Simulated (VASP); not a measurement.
# TePb (db) (Fm-3m) in VASP: single point with PBE

Aim: the single point of TePb (db) with PBE.

Program: VASP 6.6.1. These are calculated values, not measurements. Logs are shortened: lines on timing, memory, paths and dates and some standing lists are left out, and cuts for length are marked.

### 1 The undisturbed crystal

Symmetry: Fm-3m, No. 225, cubic system. The conventional cell has a = 6.462 Å, b = 6.462 Å, c = 6.462 Å, α = 90.00°, β = 90.00°, γ = 90.00°. Te (site symmetry m-3m) has 6 Pb at 3.23 Å as nearest neighbours. Pb (site symmetry m-3m) is surrounded by 6 Te at 3.23 Å.

### 2 Single point, PBE (the database cell kept)

Input file INCAR:

```
SYSTEM = TePb
PREC = Accurate
ENCUT = 520
EDIFF = 1E-6
ISMEAR = 0
SIGMA = 0.02
LREAL = .False.
LASPH = .True.
NELM = 100
ALGO = Normal
ISIF = 2
LWAVE = .False.
LCHARG = .True.
GGA = PE
LELF = .True.
LVHAR = .True.
NBANDS = 17
```

Input file KPOINTS:

```
regular mesh
0
Gamma
  8 8 8
  0 0 0
```

Input file POSCAR:

```
TePb
1.0
    0.0000000000      3.2310000000      3.2310000000
    3.2310000000      0.0000000000      3.2310000000
    3.2310000000      3.2310000000      0.0000000000
Te Pb
1 1
Direct
    0.5000000000      0.5000000000      0.5000000000
    0.0000000000      0.0000000000      0.0000000000
```

Potentials or basis: VASP PAW PBE potentials, release 64 (Te, Pb_d).

On the command line:

```sh
> cat potpaw_PBE.64/Te/POTCAR potpaw_PBE.64/Pb_d/POTCAR > POTCAR
> mpirun -np 1 vasp_std > vasp.out
```

OUTCAR:

```text
SYSTEM = TePb
   PREC = Accurate
   ENCUT = 520
   EDIFF = 1E-6
   ISMEAR = 0
   LREAL = .False.
   LASPH = .True.
   NELM = 100
   ISIF = 2
   GGA = PE

 ion  position               nearest neighbor table
   1  0.500  0.500  0.500-   2 3.23   2 3.23   2 3.23   2 3.23   2 3.23   2 3.23
   2  0.000  0.000  0.000-   1 3.23   1 3.23   1 3.23   1 3.23   1 3.23   1 3.23

  LATTYP: Found a face centered cubic cell.
 ALAT       =     6.4620000000

  Lattice vectors:

 A1 = (   0.0000000000,   3.2310000000,   3.2310000000)
 A2 = (   3.2310000000,   0.0000000000,   3.2310000000)
 A3 = (   3.2310000000,   3.2310000000,   0.0000000000)

Analysis of symmetry for initial positions (statically):
=====================================================================
 Subroutine PRICEL returns:
 Original cell was already a primitive cell.

 Routine SETGRP: Setting up the symmetry group for a
 face centered cubic supercell.

 Subroutine GETGRP returns: Found 48 space group operations
 (whereof 48 operations were pure point group operations)
 out of a pool of 48 trial point group operations.

The static configuration has the point symmetry O_h .

Analysis of symmetry for dynamics (positions and initial velocities):
=====================================================================
 Subroutine PRICEL returns:
 Original cell was already a primitive cell.

 Routine SETGRP: Setting up the symmetry group for a
 face centered cubic supercell.

 Subroutine GETGRP returns: Found 48 space group operations
 (whereof 48 operations were pure point group operations)
 out of a pool of 48 trial point group operations.

The dynamic configuration has the point symmetry O_h .

 Subroutine INISYM returns: Found 48 space group operations
 (whereof 48 operations are pure point group operations),
 and found     1 'primitive' translations

----------------------------------------------------------------------------------------

                                     Primitive cell

  volume of cell :      67.4592

  direct lattice vectors                    reciprocal lattice vectors
     0.000000000  3.231000000  3.231000000    -0.154750851  0.154750851  0.154750851
     3.231000000  0.000000000  3.231000000     0.154750851 -0.154750851  0.154750851
     3.231000000  3.231000000  0.000000000     0.154750851  0.154750851 -0.154750851

  length of vectors
     4.569324020  4.569324020  4.569324020     0.268036337  0.268036337  0.268036337

  position of ions in fractional coordinates (direct lattice)
     0.500000000  0.500000000  0.500000000
     0.000000000  0.000000000  0.000000000

  ion indices of the primitive-cell ions
   primitive index   ion index
                 1           1
                 2           2

----------------------------------------------------------------------------------------

 KPOINTS: regular mesh

Automatic generation of k-mesh.
 Grid dimensions read from file:
 generate k-points for:    8    8    8

 Generating k-lattice:

  Cartesian coordinates                     Fractional coordinates (reciprocal lattice)
    -0.019343856  0.019343856  0.019343856     0.125000000  0.000000000  0.000000000
     0.019343856 -0.019343856  0.019343856     0.000000000  0.125000000  0.000000000
     0.019343856  0.019343856 -0.019343856     0.000000000  0.000000000  0.125000000

  Length of vectors
     0.033504542  0.033504542  0.033504542

  Shift w.r.t. Gamma in fractional coordinates (k-lattice)
     0.000000000  0.000000000  0.000000000

 Subroutine IBZKPT returns following result:
 ===========================================

 Found     29 irreducible k-points:

 Following reciprocal coordinates:
            Coordinates               Weight
  0.000000  0.000000  0.000000      1.000000
  0.125000  0.000000  0.000000      8.000000
  0.250000  0.000000  0.000000      8.000000
  0.375000  0.000000  0.000000      8.000000
  0.500000  0.000000  0.000000      4.000000
  0.125000  0.125000  0.000000      6.000000
[... 16 lines left out ...]
  0.500000  0.250000  0.125000     48.000000
 -0.375000  0.250000  0.125000     24.000000
 [... further k-points ...]
   k-points           NKPTS =     29   k-points in BZ     NKDIM =     29   number of bands    NBANDS=     17
   number of dos      NEDOS =    301   number of ions     NIONS =      2
   total plane-waves  NPLWV =  46656
   dimension x,y,z NGX =    36 NGY =   36 NGZ =   36
   dimension x,y,z NGXF=    72 NGYF=   72 NGZF=   72
   ions per type =               1   1
   NGX,Y,Z   is equivalent  to a cutoff of  13.10, 13.10, 13.10 a.u.
   NGXF,Y,Z  is equivalent  to a cutoff of  26.20, 26.20, 26.20 a.u.
 SYSTEM =  TePb
   PREC   = accura    normal or accurate (medium, high low for compatibility)
   ISTART =      0    job   : 0-new  1-cont  2-samecut
   ICHARG =      2    charge: 1-file 2-atom 10-const
   ISPIN  =      1    spin polarized calculation?
   LNONCOLLINEAR =      F non collinear calculations
   LSORBIT =      F    spin-orbit coupling
   LASPH  =      T    aspherical Exc in radial PAW
   ENCUT  =  520.0 eV  38.22 Ry    6.18 a.u.   8.50  8.50  8.50*2*pi/ulx,y,z
   NELM   =    100;   NELMIN=  2; NELMDL= -5     # of ELM steps
   EDIFF  = 0.1E-05   stopping-criterion for ELM
   LREAL  =      F    real-space projection
   EDIFFG = 0.1E-04   stopping-criterion for IOM
   NSW    =      0    number of steps for IOM
   IBRION =     -1    ionic relax: 0-MD 1-quasi-New 2-CG
   NFREE  =      0    steps in history (QN), initial steepest desc. (CG)
   ISIF   =      2    stress and relaxation
   ISYM   =      2    0-nonsym 1-usesym 2-fastsym
   POTIM  = 0.5000    time-step for ionic-motion
   TEBEG  =    0.0;   TEEND  =   0.0 temperature during run
   PSTRESS=    0.0 pullay stress
   NELECT =      20.0000    total number of electrons
   NUPDOWN=      -1.0000    fix difference up-down
   EMIN   =  10.00;   EMAX   =-10.00  energy-range for DOS
   EFERMI =   0.00;   METHOD = LEGACY
   ISMEAR =     0;   SIGMA  =   0.02  broadening in eV -4-tet -1-fermi 0-gaus
   EFERMI_NEDOS =   21; number of points for ismear=-14 and -15
   IALGO  =     38    algorithm
   IMIX   =      4    mixing-type and parameters
     AMIX     =   0.40;   BMIX     =  1.00
     AMIX_MAG =   1.60;   BMIX_MAG =  1.00
  volume/ion in A,a.u.               =      33.73       227.62
  Fermi-wavevector in a.u.,A,eV,Ry     =   1.091619  2.062861 16.213147  1.191633
  Thomas-Fermi vector in A             =   2.227868
   LORBIT       =      0    0 simple, 1 ext, 2 COOP (PROOUT), +10 PAW based schemes
   GGA     = PE    functional components
   LHFCALC =     F    Hartree Fock is set to
   AEXX    =    0.0000 exact exchange contribution
   IVDW    =     0    specifies the selected vdW correction
   LEPSILON=     F    determine dielectric tensor
   LRPA    =     F    only Hartree local field effects (RPA)
 non-spin polarized calculation
 Gauss-broadening in eV      SIGMA  =   0.02
  energy-cutoff  :      520.00
  volume of cell :       67.46
 maximum number of plane-waves:      1839
 NGX is ok and might be reduce to    36
   NGX = 17   NGY = 17   NGZ = 17

 number of electron      20.0000003 magnetization

 Free energy of the ion-electron system (eV)
  ---------------------------------------------------
  ext. energy  EPLUGINS =         0.00000000
  ---------------------------------------------------
  free energy    TOTEN  =        -7.50124333 eV

  energy without entropy =       -7.50124333  energy(sigma->0) =       -7.50124333

 E-fermi :   5.7593     XC(G=0):  -9.3003

 val. band max:        5.6256577371   @ k =   0.5000   0.0000   0.0000
 cond. band min:       6.3610622590   @ k =   0.5000   0.0000   0.0000
 fundamental gap:      0.7354045219
 Fermi energy:         5.7592580698

 k-point     1 :       0.0000    0.0000    0.0000
  band No.  band energies     occupation
      1     -11.0962      2.00000
      2     -11.0962      2.00000
      3     -11.0870      2.00000
      4     -11.0870      2.00000
      5     -11.0870      2.00000
      6      -6.3941      2.00000
[... 9 lines left out ...]
     16      11.4207      0.00000
     17      12.9900      0.00000

 k-point     2 :       0.1250    0.0000    0.0000
  band No.  band energies     occupation
      1     -11.0980      2.00000
      2     -11.0980      2.00000
      3     -11.0866      2.00000
      4     -11.0848      2.00000
      5     -11.0848      2.00000
      6      -6.2602      2.00000
[... 9 lines left out ...]
     16      11.7142      0.00000
     17      14.0414      0.00000

 k-point     3 :       0.2500    0.0000    0.0000
  band No.  band energies     occupation
      1     -11.1033      2.00000
      2     -11.1033      2.00000
      3     -11.0857      2.00000
      4     -11.0787      2.00000
      5     -11.0787      2.00000
      6      -5.8748      2.00000
[... 9 lines left out ...]
     16      12.5114      0.00000
     17      15.9426      0.00000

 k-point     4 :       0.3750    0.0000    0.0000
  band No.  band energies     occupation
      1     -11.1088      2.00000
      2     -11.1088      2.00000
      3     -11.0849      2.00000
      4     -11.0723      2.00000
      5     -11.0723      2.00000
      6      -5.3201      2.00000
[... 9 lines left out ...]
     16      13.7308      0.00000
     17      16.3405      0.00000

 k-point     5 :       0.5000    0.0000    0.0000
  band No.  band energies     occupation
      1     -11.1111      2.00000
      2     -11.1111      2.00000
      3     -11.0846      2.00000
      4     -11.0696      2.00000
      5     -11.0696      2.00000
      6      -4.9593      2.00000
[... 9 lines left out ...]
     16      14.8657      0.00000
     17      14.8700      0.00000

 k-point     6 :       0.1250    0.1250    0.0000
  band No.  band energies     occupation
      1     -11.1025      2.00000
      2     -11.0945      2.00000
      3     -11.0884      2.00000
      4     -11.0834      2.00000
      5     -11.0834      2.00000
      6      -6.2157      2.00000
[... 9 lines left out ...]
     16      12.2248      0.00000
     17      13.5345      0.00000

 k-point     7 :       0.2500    0.1250    0.0000
  band No.  band energies     occupation
      1     -11.1097      2.00000
      2     -11.0961      2.00000
      3     -11.0884      2.00000
      4     -11.0794      2.00000
      5     -11.0777      2.00000
      6      -5.9150      2.00000
[... 9 lines left out ...]
     16      13.0737      0.00000
     17      14.6351      0.00000

 k-point     8 :       0.3750    0.1250    0.0000
  band No.  band energies     occupation
      1     -11.1157      2.00000
      2     -11.1017      2.00000
      3     -11.0859      2.00000
      4     -11.0752      2.00000
      5     -11.0713      2.00000
      6      -5.4133      2.00000
[... 9 lines left out ...]
     16      14.2532      0.00000
     17      15.9871      0.00000
[... 203 lines left out ...]
      1     -11.1509      2.00000
      2     -11.0940      2.00000
      3     -11.0883      2.00000
      4     -11.0639      2.00000
      5     -11.0628      2.00000
      6      -4.7609      2.00000
[... 9 lines left out ...]
     16      15.8779      0.00000
     17      16.2946      0.00000

 k-point    20 :      -0.3750    0.3750    0.0000
  band No.  band energies     occupation
      1     -11.1424      2.00000
      2     -11.0948      2.00000
      3     -11.0878      2.00000
      4     -11.0681      2.00000
      5     -11.0646      2.00000
      6      -4.6177      2.00000
[... 9 lines left out ...]
     16      14.6741      0.00000
     17      16.5608      0.00000

 k-point    21 :       0.5000    0.5000    0.0000
  band No.  band energies     occupation
      1     -11.1582      2.00000
      2     -11.0968      2.00000
      3     -11.0849      2.00000
      4     -11.0610      2.00000
      5     -11.0610      2.00000
      6      -4.7111      2.00000
[... 9 lines left out ...]
     16      16.5664      0.00000
     17      16.6777      0.00000

 k-point    22 :       0.3750    0.2500    0.1250
  band No.  band energies     occupation
      1     -11.1180      2.00000
      2     -11.0973      2.00000
      3     -11.0881      2.00000
      4     -11.0748      2.00000
      5     -11.0735      2.00000
      6      -5.5557      2.00000
[... 9 lines left out ...]
     16      14.2915      0.00000
     17      14.6201      0.00000

 k-point    23 :       0.5000    0.2500    0.1250
  band No.  band energies     occupation
      1     -11.1234      2.00000
      2     -11.1017      2.00000
      3     -11.0844      2.00000
      4     -11.0733      2.00000
      5     -11.0692      2.00000
      6      -5.0625      2.00000
[... 9 lines left out ...]
     16      14.5609      0.00000
     17      15.6674      0.00000

 k-point    24 :      -0.3750    0.2500    0.1250
  band No.  band energies     occupation
      1     -11.1251      2.00000
      2     -11.1040      2.00000
      3     -11.0808      2.00000
      4     -11.0751      2.00000
      5     -11.0670      2.00000
      6      -4.7677      2.00000
[... 9 lines left out ...]
     16      15.4268      0.00000
     17      15.7348      0.00000

 [... further k-points ...]

------------------------ aborting loop because EDIFF is reached ----------------------------------------

  FORCE on cell =-STRESS in cart. coord.  units (eV):
  Direction    XX          YY          ZZ          XY          YZ          ZX
  --------------------------------------------------------------------------------------
  -------------------------------------------------------------------------------------
  Total        0.8725547      0.8725547      0.8725547      0.0000000      0.0000000     -0.0000000
  in kB       20.7234653     20.7234653     20.7234653      0.0000000      0.0000000     -0.0000000
  external PRESSURE =      20.7234653 kB  Pullay stress =       0.0000000 kB

 VOLUME and BASIS-vectors are now :
 -----------------------------------------------------------------------------
  energy-cutoff  :      520.00
  volume of cell :       67.46
      direct lattice vectors                 reciprocal lattice vectors
     0.000000000  3.231000000  3.231000000    -0.154750851  0.154750851  0.154750851
     3.231000000  0.000000000  3.231000000     0.154750851 -0.154750851  0.154750851
     3.231000000  3.231000000  0.000000000     0.154750851  0.154750851 -0.154750851

 POSITION                                       TOTAL-FORCE (eV/Angst)
 -----------------------------------------------------------------------------------
      3.23100      3.23100      3.23100        -0.000000     -0.000000     -0.000000
      0.00000      0.00000      0.00000         0.000000      0.000000      0.000000
 -----------------------------------------------------------------------------------
    total drift:                               -0.000000      0.000000      0.000000

  FREE ENERGIE OF THE ION-ELECTRON SYSTEM (eV)
  ---------------------------------------------------
  free  energy   TOTEN  =        -7.5012433340 eV

  energy  without entropy=       -7.5012433340  energy(sigma->0) =       -7.50124333
```

Run time: 14 s. Hardware: 1 thread of Intel Xeon 6975P-C (Granite Rapids), shared host; peak memory 0.22 GiB.

Results:

- Free energy: -7.5012 eV
- Pressure: 2.1 GPa
- Band gap on the k mesh: 0.74 eV, direct

Caveat: spin-orbit coupling is left out, which as a rule narrows the gap of such compounds by several tenths of an eV. A k mesh can miss the band edges.
